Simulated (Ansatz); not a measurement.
## Au in Ansatz: the effect of functional

Au:

```
Au
1.0
     0.00000    2.02134    2.02134
     2.02134    0.00000    2.02134
     2.02134    2.02134    0.00000
Au
1
Direct
  0.00000 0.00000 0.00000
```

The cell isn't the ideal one: volume scaled by 0.98.

Alike in all runs:

* Program: Ansatz 0.2.0
* Task: single point
* Potentials or basis: Ansatz PAW
* k mesh: 11 × 11 × 11
* Occupations: fermi-dirac, width 0.05 eV
* Spin: no spin polarisation

Problem. One run gave: pressure 11.0 GPa. Which functional did it use?
A. LDA
B. PBE
C. r2SCAN

Solution. C.

```csv
functional,cutoff,pressure (GPa)
LDA,420 eV (not typed: the program's choice for these potentials),0.7
r2SCAN,500 eV (not typed: the program's choice for these potentials),11.0
PBE,420 eV (not typed: the program's choice for these potentials),15.1
```

Caveats: the PAW data sets come from PBE, with cores solved anew for the run's functional, which leaves a small shift of forces and pressure (some runs).
